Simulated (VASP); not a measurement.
# AlN (P6_3/mmc) in VASP: Born charges and dielectric tensor with LDA

Aim: the Born charges and dielectric tensor of AlN with LDA.

All numbers are computed with VASP 6.6.1; they aren't measurements. Logs are shortened: lines on timing, memory, paths and dates and some standing lists are left out, and cuts for length are marked.

## Step 1: Starting point

The structure is hexagonal, space group P6_3/mmc (No. 194). Conventional cell: a = 3.327 Å, b = 3.327 Å, c = 4.220 Å, α = 90.00°, β = 90.00°, γ = 120.00°. Al (site symmetry -6m2) has 5 N at 1.92 to 2.11 Å as nearest neighbours. N (site symmetry -6m2) has 5 Al at 1.92 to 2.11 Å as nearest neighbours.

Measurements of this composition are mostly on another form, of space group No. 186.

## Step 2: Born charges and dielectric tensor, LDA

INCAR

```
PREC = Accurate ; ENCUT = 600
EDIFF = 1E-8 ; ISMEAR = 0
SIGMA = 0.02 ; LREAL = F
LASPH = T ; NELM = 80
ALGO = Normal ; ISIF = 2
LWAVE = F ; LCHARG = F
GGA = CA ; LEPSILON = T
IBRION = 8 ; NSW = 1
```

KPOINTS

```
Automatic mesh
0
Gamma
  9 9 6
```

POSCAR

```
AlN
1.0
    3.3269200000      0.0000000000      0.0000000000
   -1.6634600000      2.8811900000      0.0000000000
    0.0000000000      0.0000000000      4.2197800000
Al N
2 2
Direct
    0.3333300000      0.6666700000      0.7500000000
    0.6666700000      0.3333300000      0.2500000000
    0.3333300000      0.6666700000      0.2500000000
    0.6666700000      0.3333300000      0.7500000000
```

Potentials or basis: VASP PAW LDA potentials, release 64 (Al, N).

Started as:

```
$ cat potpaw_LDA.64/Al/POTCAR potpaw_LDA.64/N/POTCAR > POTCAR
$ mpirun -np 1 vasp_std > vasp.out
```

OUTCAR:

```text
PREC = Accurate
   ENCUT = 600
   EDIFF = 1E-8
   ISMEAR = 0
   LREAL = F
   LASPH = T
   NELM = 80
   ISIF = 2
   GGA = CA
   LEPSILON = T
   IBRION = 8
   NSW = 1

 ion  position               nearest neighbor table
   1  0.333  0.667  0.750-   4 1.92   4 1.92   4 1.92   3 2.11   3 2.11   2 2.85   2 2.85   2 2.85
                             2 2.85   2 2.85   2 2.85
   2  0.667  0.333  0.250-   3 1.92   3 1.92   3 1.92   4 2.11   4 2.11   1 2.85   1 2.85   1 2.85
                             1 2.85   1 2.85   1 2.85
   3  0.333  0.667  0.250-   2 1.92   2 1.92   2 1.92   1 2.11   1 2.11
   4  0.667  0.333  0.750-   1 1.92   1 1.92   1 1.92   2 2.11   2 2.11

  LATTYP: Found a hexagonal cell.
 ALAT       =     3.3269200000
 C/A-ratio  =     1.2683743523

  Lattice vectors:

 A1 = (   3.3269200000,   0.0000000000,   0.0000000000)
 A2 = (  -1.6634600000,   2.8811900000,   0.0000000000)
 A3 = (   0.0000000000,   0.0000000000,   4.2197800000)

Analysis of symmetry for initial positions (statically):
=====================================================================
 Subroutine PRICEL returns:
 Original cell was already a primitive cell.

 Routine SETGRP: Setting up the symmetry group for a
 hexagonal supercell.

 Subroutine GETGRP returns: Found  8 space group operations
 (whereof  4 operations were pure point group operations)
 out of a pool of 24 trial point group operations.

The static configuration has the point symmetry C_2h.
 The point group associated with its full space group is D_2h.

Analysis of symmetry for dynamics (positions and initial velocities):
=====================================================================
 Subroutine PRICEL returns:
 Original cell was already a primitive cell.

 Routine SETGRP: Setting up the symmetry group for a
 hexagonal supercell.

 Subroutine GETGRP returns: Found  8 space group operations
 (whereof  4 operations were pure point group operations)
 out of a pool of 24 trial point group operations.

The dynamic configuration has the point symmetry C_2h.
 The point group associated with its full space group is D_2h.

 Subroutine INISYM returns: Found  8 space group operations
 (whereof  4 operations are pure point group operations),
 and found     1 'primitive' translations

----------------------------------------------------------------------------------------

                                     Primitive cell

  volume of cell :      40.4487

  direct lattice vectors                    reciprocal lattice vectors
     3.326920000  0.000000000  0.000000000     0.300578313  0.173539406  0.000000000
    -1.663460000  2.881190000  0.000000000     0.000000000  0.347078811  0.000000000
     0.000000000  0.000000000  4.219780000     0.000000000  0.000000000  0.236979179

  length of vectors
     3.326920000  3.326913733  4.219780000     0.347078157  0.347078811  0.236979179

  position of ions in fractional coordinates (direct lattice)
     0.333330000  0.666670000  0.750000000
     0.666670000  0.333330000  0.250000000
     0.333330000  0.666670000  0.250000000
     0.666670000  0.333330000  0.750000000

  ion indices of the primitive-cell ions
   primitive index   ion index
                 1           1
[... 558 lines left out ...]

------------------------ aborting loop because EDIFF is reached ----------------------------------------

[... ionic steps 11 to 11 ...]

--------------------------------------- Ionic step       12  -------------------------------------------

 Free energy of the ion-electron system (eV)
  ---------------------------------------------------
  ---------------------------------------------------
  free energy    TOTEN  =        -0.24490917 eV

  energy without entropy =       -0.24490917

------------------------ aborting loop because EDIFF is reached ----------------------------------------

 INTERNAL STRAIN TENSOR  FOR ION    3  DIRECTION 3   (eV/Angst):
 -----------------------------------------------------------------------------
    -0.00151 -0.00436  0.00240
    -0.00436 -0.00655 -0.00138
     0.00240 -0.00139  0.01427

 MACROSCOPIC STATIC DIELECTRIC TENSOR (including local field effects in DFT)
 ------------------------------------------------------
           4.539131    -0.000022     0.000000
          -0.000022     4.539083     0.000000
           0.000000    -0.000000     5.051179
 ------------------------------------------------------

 PIEZOELECTRIC TENSOR (including local field effects)  for field in x, y, z        (e  Angst)
          XX          YY          ZZ          XY          YZ          ZX
  --------------------------------------------------------------------------------
  x     0.00000     0.00000     0.00000     0.00000     0.00000     0.00000
  y     0.00000     0.00000     0.00000     0.00000     0.00000     0.00000
  z     0.00000     0.00000     0.00000     0.00000     0.00000     0.00000

 PIEZOELECTRIC TENSOR (including local field effects)  for field in x, y, z        (C/m^2)
          XX          YY          ZZ          XY          YZ          ZX
  --------------------------------------------------------------------------------
  x     0.00000     0.00000     0.00000     0.00000     0.00000     0.00000
  y     0.00000     0.00000     0.00000     0.00000     0.00000     0.00000
  z     0.00000     0.00000     0.00000     0.00000     0.00000     0.00000

 BORN EFFECTIVE CHARGES (including local field effects) (in |e|, cummulative output)
 ---------------------------------------------------------------------------------
 ion    1
    1     2.52657     0.00001     0.00000
    2     0.00001     2.52657     0.00000
    3     0.00000     0.00000     3.16436
 ion    2
    1     2.52657     0.00001     0.00000
    2     0.00001     2.52657     0.00000
    3     0.00000     0.00000     3.16436
 ion    3
    1    -2.52657    -0.00001     0.00000
    2    -0.00001    -2.52657     0.00000
    3     0.00000     0.00000    -3.16436
 ion    4
    1    -2.52657    -0.00001     0.00000
    2    -0.00001    -2.52657     0.00000
    3     0.00000     0.00000    -3.16436

 INTERNAL STRAIN TENSOR FOR ION    4 for displacements in x,y,z  (eV/Angst):
          X           Y           Z          XY          YZ          ZX
  --------------------------------------------------------------------------------
  x    -0.00005     0.00562    -0.00071    11.70470     0.00000     0.00000
  y    11.82565   -11.82881     0.00041    -0.22078     0.00000     0.00000
  z    -0.00000     0.00000     0.00000    -0.00000     0.00139    -0.00240

 SECOND DERIVATIVES (NOT SYMMETRIZED)
 ------------------------------------
               1X          1Y          1Z          2X          2Y          2Z          3X          3Y          3Z          4X          4Y          4Z
  1X   -15.574214   -0.001900    0.000000    1.449018    0.000336    0.000000    2.341990   -0.000310    0.000000   11.783206    0.001874    0.000000
  1Y    -0.001900  -15.576331    0.000000    0.000336    1.449398    0.000000   -0.000310    2.341621    0.000000    0.001874   11.785311    0.000000
  1Z     0.000000    0.000000   -7.090975   -0.000000    0.000000    6.555356    0.000000   -0.000000   -1.599671    0.000000    0.000000    2.135290
  2X     1.449018    0.000336    0.000000  -15.574214   -0.001900    0.000000   11.783206    0.001874    0.000000    2.341990   -0.000310    0.000000
  2Y     0.000336    1.449398    0.000000   -0.001900  -15.576331    0.000000    0.001874   11.785311    0.000000   -0.000310    2.341621    0.000000
  2Z    -0.000000    0.000000    6.555356    0.000000    0.000000   -7.090975    0.000000    0.000000    2.135290    0.000000   -0.000000   -1.599671
  3X     2.341045   -0.000168    0.000000   11.785976    0.002515    0.000000  -16.316322   -0.005172    0.000000    2.189301    0.002825    0.000000
  3Y    -0.000168    2.340839    0.000000    0.002515   11.788821    0.000000   -0.005172  -16.322212    0.000000    0.002825    2.192551    0.000000
  3Z     0.000000    0.000000   -1.627955    0.000000    0.000000    2.161435   -0.000000   -0.000000  -10.397593    0.000000    0.000000    9.864114
  4X    11.785976    0.002515    0.000000    2.341045   -0.000168    0.000000    2.189301    0.002825    0.000000  -16.316322   -0.005172    0.000000
  4Y     0.002515   11.788821    0.000000   -0.000168    2.340839    0.000000    0.002825    2.192551    0.000000   -0.005172  -16.322212    0.000000
  4Z     0.000000    0.000000    2.161435    0.000000    0.000000   -1.627955    0.000000    0.000000    9.864114   -0.000000   -0.000000  -10.397593

 Eigenvectors and eigenvalues of the dynamical matrix
 ----------------------------------------------------

   1 f  =   19.609881 THz   123.212513 2PiTHz  654.115205 cm-1    81.099913 meV
             X         Y         Z           dx          dy          dz
     -0.000017  1.920803  3.164835     0.162804    0.280295    0.000000
      1.663477  0.960387  1.054945    -0.162804   -0.280295   -0.000000
     -0.000017  1.920803  1.054945     0.315633    0.543420    0.000000
      1.663477  0.960387  3.164835    -0.315633   -0.543420   -0.000000
[... 71 lines left out ...]
  12 f/i=    0.003574 THz     0.022456 2PiTHz    0.119214 cm-1     0.014781 meV
             X         Y         Z           dx          dy          dz
     -0.000017  1.920803  3.164835    -0.000000    0.000000    0.573350
      1.663477  0.960387  1.054945    -0.000000    0.000000    0.573350
     -0.000017  1.920803  1.054945    -0.000000    0.000000    0.413847
      1.663477  0.960387  3.164835    -0.000000    0.000000    0.413847

--------------------------------------------------------------------------------------------------------

 MACROSCOPIC STATIC DIELECTRIC TENSOR IONIC CONTRIBUTION
 ------------------------------------------------------
           4.043274    -0.000525    -0.000000
          -0.000525     4.042647    -0.000000
          -0.000000    -0.000000   167.600155
 ------------------------------------------------------

 ELASTIC MODULI CONTR FROM IONIC RELAXATION (kBar)
 Direction    XX          YY          ZZ          XY          YZ          ZX
 --------------------------------------------------------------------------------
 XX        -653.5113    653.7014     -0.0097     18.6382     -0.0000      0.0000
 YY         653.7014   -653.8918      0.0097    -18.9733      0.0000     -0.0000
 ZZ          -0.0097      0.0097     -0.0000      0.0169     -0.0000      0.0000
 XY          18.6382    -18.9733      0.0169   -634.8242     -0.0000      0.0000
 YZ          -0.0000      0.0000     -0.0000     -0.0000     -0.0000      0.0000
 ZX           0.0000     -0.0000      0.0000      0.0000      0.0000     -0.0000
 --------------------------------------------------------------------------------

 PIEZOELECTRIC TENSOR IONIC CONTR  for field in x, y, z        (C/m^2)
          XX          YY          ZZ          XY          YZ          ZX
  --------------------------------------------------------------------------------
  x     0.00000    -0.00000    -0.00000     0.00000    -0.00000     0.00000
  y     0.00000    -0.00000    -0.00000     0.00000    -0.00000     0.00000
  z     0.00000    -0.00000     0.00000     0.00000     0.00000    -0.00000
```

Run time: 8.4 min. Hardware: 1 thread of Intel Xeon 6975P-C (Granite Rapids), shared host; peak memory 0.49 GiB.

What came out:

| Property | Result |
| --- | --- |
| Band gap on the k mesh | 3.15 eV, direct |
| Electronic dielectric tensor (diagonal) | 4.54, 4.54, 5.05 |
| Born charges (mean of the diagonal) | Al +2.74; N -2.74 e |
| Highest phonon frequency at Γ, LO-TO splitting left out | 654 cm⁻¹ |

Levels at points of the mesh, in eV from the valence-band top:
| k point | band 5 | band 6 | band 7 | band 8 | band 9 | band 10 | band 11 | band 12 |
| --- | --- | --- | --- | --- | --- | --- | --- | --- |
| (0.00, 0.00, 0.00) | -3.23 | -1.59 | -1.59 | 0.00 | 3.15 | 4.11 | 7.96 | 7.96 |
| (0.00, 0.00, 0.50) | -2.45 | -2.45 | -2.45 | -2.45 | 5.46 | 5.46 | 8.18 | 8.18 |

Phonon frequencies in cm⁻¹ (negative: imaginary):
```tsv
q point	frequencies
(0.000, 0.000, 0.000)	0 0 0 126 322 322 357 636 646 646 654 654
```

Electronic dielectric tensor:
```
4.54 0.00 0.00
0.00 4.54 0.00
0.00 0.00 5.05
```

Born effective charge tensors (e):
atom 1, Al
```
2.53 0.00 0.00
0.00 2.53 0.00
0.00 0.00 3.16
```
atom 2, Al
```
2.53 0.00 0.00
0.00 2.53 0.00
0.00 0.00 3.16
```
atom 3, N
```
-2.53  0.00  0.00
 0.00 -2.53  0.00
 0.00  0.00 -3.16
```
atom 4, N
```
-2.53  0.00  0.00
 0.00 -2.53  0.00
 0.00  0.00 -3.16
```
